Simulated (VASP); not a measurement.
The system is MgO.

```
Mg O
1.0
     3.26831    0.00000    0.00000
    -1.63415    2.83044    0.00000
     0.00000    0.00000    4.86620
Mg O
2 2
Direct
  0.33333 0.66667 0.48746
  0.66667 0.33333 0.98746
  0.66667 0.33333 0.39155
  0.33333 0.66667 0.89155
```

The cell was built by a generator and needn't be a form met in nature.

- Program: VASP 6.6.1
- Task: relaxation of cell and atoms
- Functional: LDA
- Potentials or basis: VASP PAW LDA potentials, release 64 (Mg, O)
- Cutoff: 600 eV
- k mesh: 9 × 9 × 5
- Occupations: gaussian, width 0.03 eV
- Spin: no spin polarisation

At the start: pressure 0.1 GPa; volume 11.25 Å³/atom.

**Question.** Where does the relaxation end?

**Answer.** Over 50 steps the energy falls by 68.2 meV/atom and the volume is 10.53 Å³/atom (-6.4 %); space group P6_3/mmc (No. 194, to 0.05 Å).

The path:
| step | energy change (eV) | largest force (eV/Å) | pressure (GPa) | volume (Å³) |
| --- | --- | --- | --- | --- |
| 1 | 0.0000 | 0.0067 | 0.11 | 45.02 |
| 3 | 0.0000 | 0.0065 | -0.06 | 45.07 |
| 5 | -0.0001 | 0.0067 | -0.05 | 45.04 |
| 7 | -0.0007 | 0.0110 | -0.08 | 44.94 |
| 9 | -0.0096 | 0.0800 | -0.32 | 44.51 |
| 11 | -0.2263 | 0.5276 | -0.14 | 42.37 |
| 13 | -0.1182 | 1.0940 | 1.76 | 42.30 |
| 15 | -0.1136 | 1.1907 | 2.89 | 41.99 |
| 17 | -0.1226 | 1.0585 | 4.41 | 41.57 |
| 19 | -0.1200 | 1.0088 | 4.82 | 41.48 |
| 21 | -0.1200 | 1.0085 | 4.82 | 41.48 |
| 23 | -0.1200 | 1.0073 | 4.82 | 41.48 |
| 25 | -0.1200 | 1.0022 | 4.84 | 41.47 |
| 27 | -0.1200 | 1.0021 | 4.84 | 41.47 |
| 29 | -0.1201 | 1.0018 | 4.84 | 41.47 |
| 31 | -0.1204 | 1.0004 | 4.83 | 41.48 |
| 33 | -0.1217 | 0.9948 | 4.79 | 41.48 |
| 35 | -0.1267 | 0.9727 | 4.63 | 41.50 |
| 37 | -0.1457 | 0.8873 | 4.02 | 41.59 |
| 39 | -0.2050 | 0.5918 | 1.85 | 41.96 |
| 41 | -0.2552 | 0.0363 | -4.15 | 43.38 |
| 43 | -0.2636 | 0.0834 | -2.62 | 42.93 |
| 45 | -0.2720 | 0.0384 | -0.64 | 42.32 |
| 47 | -0.2727 | 0.0210 | 0.14 | 42.09 |
| 49 | -0.2728 | 0.0153 | 0.16 | 42.08 |
| 50 | -0.2729 | 0.0020 | 0.02 | 42.11 |

Final structure:
```
Mg O
1.0
     3.43400    0.00000    0.00000
    -1.71700    2.97393    0.00000
     0.00000    0.00000    4.12375
Mg O
2 2
Direct
  0.33333 0.66667 0.43955
  0.66667 0.33333 0.93955
  0.66667 0.33333 0.43946
  0.33333 0.66667 0.93946
```
